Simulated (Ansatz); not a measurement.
# Ta₂N: a line through an energy map, part 2 of 2

Aim: follow the energy of Ta2N (P-3m1, No. 164; 3 atoms in the cell) along one coordinate, volume per atom, with the other held at c/a of the conventional cell = 1.389.

Ansatz 0.2.0; DFT PBEsol, scalar-relativistic, plane waves, PAW. The steps go on from the part before.

## 7. Grid point (13.195 Å³, 1.389)

The input, input.yaml:

```yaml
crystal:
  lattice:
    - [3.2044935884, 0.0, 0.0]
    - [-1.6022467942, 2.7751728538, 0.0]
    - [0.0, 0.0, 4.4513620437]
  atoms:
    - { symbol: Ta, position: [0.6666666667, 0.3333333333, 0.7463700642] }
    - { symbol: Ta, position: [0.3333333333, 0.6666666667, 0.2536299358] }
    - { symbol: "N", position: [0.0, 0.0, 0.0] }
basis:
  ecutwfc: 520.0
kpoints:
  mp_grid: { grid: [18, 18, 10] }
hamiltonian:
  xc: pbesol
  pseudopotentials: { kind: paw, azcp: { folder: soft_1 } }
scf:
  occupations: { method: gaussian, width: 0.15 }
output:
  forces: true
  stress: true
  eigenvalues: true
```

The run is started by

```sh
ansatz run input.yaml --threads 2 --pin off --max-ram 4096MiB --backend cpu --events-out ev --progress --plain --runs-dir out
```

What it wrote:

```text
[... 34 lines left out ...]
SCF 1 converged in 7 iterations: F = -19995.824369 eV  dr2 = 4.89e-9
SCF converged after 7 iterations
Free energy (F): -19995.824369 eV
Harris-Foulkes:  -19995.824369 eV  (|F-HF|=1.83e-9)
Internal energy: -19995.813290 eV  (E = F + TS)
E sigma→0 (E₀):  -19995.818830 eV
Entropy (-TS):   -0.011079 eV (-3.693 meV/atom)
Fermi energy:    19.818276 eV
--- Per-component energies (eV) ---
  E_band       = -167.060799
  E_kinetic    = 917.803734
  E_local      = -1198.223155  (includes V_loc(G=0)·N_el)
  E_nonlocal   = 17.978492
  E_hartree    = 434.947775
  E_xc         = -698.191882
  E_vxc        = -544.127464  (∫ρ·V_xc dr)
  E_paw        = -16486.023397  (= ΣΔE_a)
  E_vpaw       = -230.389053  (= ΣTr[D̂ρ^β])
  E_aug_tail   = 0.000043  (compensation charges beyond the density's cutoff)
  E_ewald      = -2984.560424
  E_core_change = 0.455524  (= ΣΔE_core)
  E_smearing   = -0.011079  (= −TS)
  E_closure    = 0.000000  (closes the sum)
  Σ components = -19995.824369   (vs F -19995.824369, Δ=0.00e0)
--- Forces (eV/Å), atoms counted from 1 ---
  atom   1  Ta    -0.00000000     0.00000000     0.88647929
  atom   2  Ta     0.00000000    -0.00000000    -0.88647929
  atom   3  N      0.00000000     0.00000000     0.00000000
  max |Σ_I F_I| component: 3.70e-17 eV/Å
--- Stress (GPa, compression-positive) ---
       -9.017240       0.000000       0.000000
        0.000000      -9.017240       0.000000
        0.000000       0.000000      22.918156
  P = ⅓ Tr σ = 1.6279 GPa (16.279 kbar)
--- Band table (eV; the first three rows and the last of 330) ---
  k-point 0: bands = ["-48.4793", "-48.3428", "-15.6298", "-14.9306", "-14.9306", "-14.6831", "-14.6831", "-14.3443", "2.5998", "11.6255", "13.3645", "13.3645", "15.3083", "19.4538", "19.4538", "19.7470", "19.7470", "20.2684", "20.3899", "21.2065"]
  k-point 1: bands = ["-48.4760", "-48.3462", "-15.6014", "-14.9247", "-14.9247", "-14.6891", "-14.6891", "-14.3791", "2.6299", "11.5599", "13.3347", "13.3347", "15.4605", "19.3648", "19.3648", "19.7307", "19.7307", "19.8109", "20.8868", "21.5511"]
  k-point 2: bands = ["-48.4664", "-48.3559", "-15.5184", "-14.9075", "-14.9075", "-14.7066", "-14.7066", "-14.4789", "2.7095", "11.3975", "13.2604", "13.2604", "15.8845", "18.9352", "18.9352", "19.3677", "20.1702", "20.1702", "21.4121", "22.2190"]
  k-point 329: bands = ["-48.3831", "-48.3831", "-15.4543", "-15.4543", "-15.2036", "-15.1286", "-14.5544", "-14.5544", "3.5113", "12.3597", "12.3597", "13.6581", "17.8039", "18.0563", "18.0563", "20.3179", "20.3179", "20.6927", "23.6789", "23.6789"]
```

It took 4.9 s on 2 threads of Intel Xeon 6975P-C (Granite Rapids), shared host; peak memory 0.59 GiB.

On the map this point reads 100 meV/atom.

## 8. Grid point (13.723 Å³, 1.389)

Edit input.yaml of step 7 so:

```diff
@@ -2,5 +2,5 @@
   lattice:
-    - [3.2044935884, 0.0, 0.0]
-    - [-1.6022467942, 2.7751728538, 0.0]
-    - [0.0, 0.0, 4.4513620437]
+    - [3.2466493942, 0.0, 0.0]
+    - [-1.6233246971, 2.8116808526, 0.0]
+    - [0.0, 0.0, 4.5099206735]
   atoms:
```

The run is started by

```sh
ansatz run input.yaml --threads 2 --pin off --max-ram 4096MiB --backend cpu --events-out ev --progress --plain --runs-dir out
```

What it wrote:

```text
[... 35 lines left out ...]
SCF 1 converged in 7 iterations: F = -19995.784993 eV  dr2 = 7.19e-9
SCF converged after 7 iterations
Free energy (F): -19995.784993 eV
Harris-Foulkes:  -19995.784993 eV  (|F-HF|=3.64e-9)
Internal energy: -19995.773270 eV  (E = F + TS)
E sigma→0 (E₀):  -19995.779132 eV
Entropy (-TS):   -0.011723 eV (-3.908 meV/atom)
Fermi energy:    18.981289 eV
--- Per-component energies (eV) ---
  E_band       = -192.345806
  E_kinetic    = 913.026069
  E_local      = -1246.838754  (includes V_loc(G=0)·N_el)
  E_nonlocal   = 17.630385
  E_hartree    = 447.881246
  E_xc         = -696.515556
  E_vxc        = -541.970214  (∫ρ·V_xc dr)
  E_paw        = -16485.604556  (= ΣΔE_a)
  E_vpaw       = -229.957258  (= ΣTr[D̂ρ^β])
  E_aug_tail   = 0.000057  (compensation charges beyond the density's cutoff)
  E_ewald      = -2945.807687
  E_core_change = 0.455524  (= ΣΔE_core)
  E_smearing   = -0.011723  (= −TS)
  E_closure    = -0.000000  (closes the sum)
  Σ components = -19995.784993   (vs F -19995.784993, Δ=0.00e0)
--- Forces (eV/Å), atoms counted from 1 ---
  atom   1  Ta     0.00000000    -0.00000000     1.02890485
  atom   2  Ta    -0.00000000     0.00000000    -1.02890485
  atom   3  N     -0.00000000    -0.00000000     0.00000000
  max |Σ_I F_I| component: 2.22e-16 eV/Å
--- Stress (GPa, compression-positive) ---
      -19.008382       0.000000      -0.000000
        0.000000     -19.008382      -0.000000
       -0.000000       0.000000      10.360970
  P = ⅓ Tr σ = -9.2186 GPa (-92.186 kbar)
--- Band table (eV; the first three rows and the last of 330) ---
  k-point 0: bands = ["-49.4170", "-49.3027", "-16.4479", "-15.8586", "-15.8586", "-15.6386", "-15.6386", "-15.3212", "1.9761", "11.0601", "12.7479", "12.7479", "14.4355", "18.6369", "18.6369", "18.9200", "18.9200", "19.4304", "19.5336", "20.3161"]
  k-point 1: bands = ["-49.4142", "-49.3055", "-16.4228", "-15.8534", "-15.8534", "-15.6439", "-15.6439", "-15.3514", "2.0025", "10.9878", "12.7203", "12.7203", "14.5950", "18.5573", "18.5573", "18.8994", "18.8994", "18.9884", "20.0115", "20.6414"]
  k-point 2: bands = ["-49.4061", "-49.3137", "-16.3493", "-15.8381", "-15.8381", "-15.6595", "-15.6595", "-15.4382", "2.0725", "10.8122", "12.6512", "12.6512", "15.0343", "18.1496", "18.1496", "18.5629", "19.3148", "19.3148", "20.5101", "21.2713"]
  k-point 329: bands = ["-49.3369", "-49.3369", "-16.3053", "-16.3053", "-16.0851", "-16.0259", "-15.5141", "-15.5141", "2.8436", "11.7151", "11.7151", "12.9917", "17.0612", "17.2320", "17.2320", "19.4647", "19.4647", "19.8289", "22.6315", "22.6315"]
```

Wall time 6.5 s (2 threads of Intel Xeon 6975P-C (Granite Rapids), shared host); peak memory 0.6 GiB.

On the map this point reads 113 meV/atom.

## 9. Grid point (14.251 Å³, 1.389)

Edit input.yaml of step 8 so:

```diff
@@ -2,5 +2,5 @@
   lattice:
-    - [3.2466493942, 0.0, 0.0]
-    - [-1.6233246971, 2.8116808526, 0.0]
-    - [0.0, 0.0, 4.5099206735]
+    - [3.287765374, 0.0, 0.0]
+    - [-1.643882687, 2.8472883356, 0.0]
+    - [0.0, 0.0, 4.5670348811]
   atoms:
```

The run is started by

```sh
ansatz run input.yaml --threads 2 --pin off --max-ram 4096MiB --backend cpu --events-out ev --progress --plain --runs-dir out
```

What it wrote:

```text
Warning: <dir> the record states the generating functional pbe (its physics header spells it `PBE`), which answers neither for hamiltonian.xc's functional nor for the pbesol family's — results may be inconsistent (PPs are generated against a specific XC)
Warning: <dir> the record states the generating functional pbe (its physics header spells it `PBE`), which answers neither for hamiltonian.xc's functional nor for the pbesol family's — results may be inconsistent (PPs are generated against a specific XC)
Warning: RAYON_NUM_THREADS=2 ignored (pool sized by the plan → 2); use --threads N
[... 7 set-up lines as earlier in the session ...]
Crystal: 3 atoms, lattice volume = 42.753 Å³
Basis set: ecut = 520 eV, 1145 PW (Γ), exchange–correlation on 50×50×72 points (8 copies of the dense FFT grid, shifted against one another)
Bands: 20, of which v1, the nominal top of the filled ones, is band 16 counted from 1 (15 counted from 0)
[... 1 set-up line as earlier in the session ...]
Space group: P-3m1 (ITA 164), of the structure as read, at distance tolerance 3.5e-5 Å
k-points: 330 of 3240
[... 7 set-up lines as earlier in the session ...]
Initial density: superposition of atomic densities (chi_scale 0.1, normalization cell, long waves kept (reshape's long-wave potential 0.03 eV rms))
[... 2 set-up lines as earlier in the session ...]
SCF iter   1: F=—  HF=-19996.351038 eV  |F-HF|=—  |Δ(HF+E_count)|=         —  Δρ=5.94e-2  dr2=2.92e0  ethr=3.10e-3  ⟨swp⟩=4.7  Hψ=25454  notcnv=0
preconditioner: auto → none  [metal: Δε(μ)=0.005 eV  Ē_g=7.812 eV  σ=0.150 eV  W_gap=0.02  n_scr=8 (ndim 8)  ℏωp=22.0 eV  f_vac=0.000  D(μ)=1.02/eV (n_scr^D=2)  sad-step TF]
SCF iter   2: F=—  HF=-19995.986063 eV  |F-HF|=—  |Δ(HF+E_count)|=   3.65e-1  Δρ=3.91e-2  dr2=1.42e0  ethr=3.10e-3  ⟨swp⟩=2.0  Hψ=10599  notcnv=0  defer=35
SCF iter   3: F=—  HF=-19995.654820 eV  |F-HF|=—  |Δ(HF+E_count)|=   3.31e-1  Δρ=6.96e-3  dr2=2.38e-2  ethr=3.10e-3  ⟨swp⟩=2.3  Hψ=10457  notcnv=0  defer=35
SCF iter   4: F=—  HF=-19995.648906 eV  |F-HF|=—  |Δ(HF+E_count)|=   5.91e-3  Δρ=8.05e-4  dr2=1.22e-4  ethr=7.68e-5  ⟨swp⟩=2.3  Hψ=11652  notcnv=0  defer=33
SCF iter   5: F=—  HF=-19995.648862 eV  |F-HF|=—  |Δ(HF+E_count)|=   4.44e-5  Δρ=1.17e-4  dr2=3.38e-6  ethr=3.94e-7  ⟨swp⟩=2.4  Hψ=10554  notcnv=0  defer=33
SCF iter   6: F=—  HF=-19995.648863 eV  |F-HF|=—  |Δ(HF+E_count)|=   1.26e-6  Δρ=2.53e-5  dr2=5.46e-7  ethr=1.09e-8  ⟨swp⟩=2.0  Hψ=11018  notcnv=0  defer=33
SCF iter   7: F=-19995.648863 eV  HF=-19995.648863 eV  |F-HF|=2.05e-8  |Δ(HF+E_count)|=   1.52e-7  Δρ=6.22e-6  dr2=2.51e-8  ethr=3.23e-10  ⟨swp⟩=6.1  Hψ=29201  notcnv=0
SCF 1 converged in 7 iterations: F = -19995.648863 eV  dr2 = 2.51e-8
SCF converged after 7 iterations
Free energy (F): -19995.648863 eV
Harris-Foulkes:  -19995.648863 eV  (|F-HF|=2.05e-8)
Internal energy: -19995.636482 eV  (E = F + TS)
E sigma→0 (E₀):  -19995.642673 eV
Entropy (-TS):   -0.012381 eV (-4.127 meV/atom)
Fermi energy:    18.199173 eV
--- Per-component energies (eV) ---
  E_band       = -215.963449
  E_kinetic    = 908.718509
  E_local      = -1293.487717  (includes V_loc(G=0)·N_el)
  E_nonlocal   = 17.334111
  E_hartree    = 460.504526
  E_xc         = -694.961843
  E_vxc        = -539.966853  (∫ρ·V_xc dr)
  E_paw        = -16485.231518  (= ΣΔE_a)
  E_vpaw       = -229.570029  (= ΣTr[D̂ρ^β])
  E_aug_tail   = 0.000071  (compensation charges beyond the density's cutoff)
  E_ewald      = -2908.968145
  E_core_change = 0.455524  (= ΣΔE_core)
  E_smearing   = -0.012381  (= −TS)
  E_closure    = 0.000000  (closes the sum)
  Σ components = -19995.648863   (vs F -19995.648863, Δ=0.00e0)
--- Forces (eV/Å), atoms counted from 1 ---
  atom   1  Ta     0.00000000     0.00000000     1.14070909
  atom   2  Ta     0.00000000    -0.00000000    -1.14070909
  atom   3  N      0.00000000     0.00000000     0.00000000
  max |Σ_I F_I| component: 2.22e-16 eV/Å
--- Stress (GPa, compression-positive) ---
      -26.998379       0.000000       0.000000
        0.000000     -26.998379       0.000000
        0.000000       0.000000      -0.031692
  P = ⅓ Tr σ = -18.0095 GPa (-180.095 kbar)
--- Band table (eV; the first three rows and the last of 330) ---
  k-point 0: bands = ["-50.2968", "-50.2007", "-17.2234", "-16.7282", "-16.7282", "-16.5321", "-16.5321", "-16.2331", "1.4030", "10.5342", "12.1745", "12.1745", "13.6308", "17.8725", "17.8725", "18.1461", "18.1461", "18.6472", "18.7334", "19.4828"]
  k-point 1: bands = ["-50.2945", "-50.2031", "-17.2011", "-16.7235", "-16.7235", "-16.5369", "-16.5369", "-16.2594", "1.4264", "10.4555", "12.1487", "12.1487", "13.7970", "17.8016", "17.8016", "18.1217", "18.1217", "18.2194", "19.1941", "19.7903"]
  k-point 2: bands = ["-50.2877", "-50.2099", "-17.1360", "-16.7098", "-16.7098", "-16.5507", "-16.5507", "-16.3351", "1.4882", "10.2680", "12.0843", "12.0843", "14.2496", "17.4141", "17.4141", "17.8106", "18.5152", "18.5152", "19.6678", "20.3852"]
  k-point 329: bands = ["-50.2299", "-50.2299", "-17.1095", "-17.1095", "-16.9168", "-16.8699", "-16.4110", "-16.4110", "2.2293", "11.1189", "11.1189", "12.3757", "16.3674", "16.4676", "16.4676", "18.6672", "18.6672", "19.0198", "21.6559", "21.6559"]
```

It took 5 s on 2 threads of Intel Xeon 6975P-C (Granite Rapids), shared host; peak memory 0.6 GiB.

Energy on the map's scale: 158 meV/atom.

## 10. The line in numbers

This closing draws on all 2 parts.

| volume per atom (Å³) | step | energy (meV/atom) | slope (meV/atom per Å³) | pressure (GPa) | largest force on an atom (eV/Å) |
| --- | --- | --- | --- | --- | --- |
| 12.140 | 3 | 202 | −197 | 31.5 | 0.47 |
| 12.404 | 4 | 158 | −142 | 22.8 | 0.60 |
| 12.668 | 5 | 127 | −94 | 15.0 | 0.70 |
| 12.931 | 6 | 108 | −50 | 8.0 | 0.80 |
| 13.195 | 7 | 100 | −10 | 1.6 | 0.89 |
| 13.459 | – | 102 | 25 | −4.1 | 0.96 |
| 13.723 | 8 | 113 | 58 | −9.2 | 1.03 |
| 13.987 | – | 132 | 86 | −13.8 | 1.09 |
| 14.251 | 9 | 158 | 112 | −18.0 | 1.14 |

Energies count from the relaxed crystal. Rows without a step come from runs not printed here or follow by symmetry. Slopes come from the forces (and the stress, where the cell changes), not from differences of energies.

The lowest point computed on the line is at 13.195 Å³, 100 meV/atom from the zero. A fit to energies and slopes at the lowest point and its two neighbours puts the minimum at 13.2676 Å³, with a curvature of about 140 meV/atom per (Å³)². V·d²E/dV² there is about 290 GPa, a bulk modulus under this line's constraint. The highest point computed, at 12.140 Å³, lies 102 meV/atom above the lowest. This is one cut through a surface in two coordinates; the map's lowest point lies off it. With the other coordinates free, the energies away from the reference would be the same or lower. The runs treat Ta without spin-orbit coupling. The final runs have no spin polarisation, so a magnetic state may lie lower.
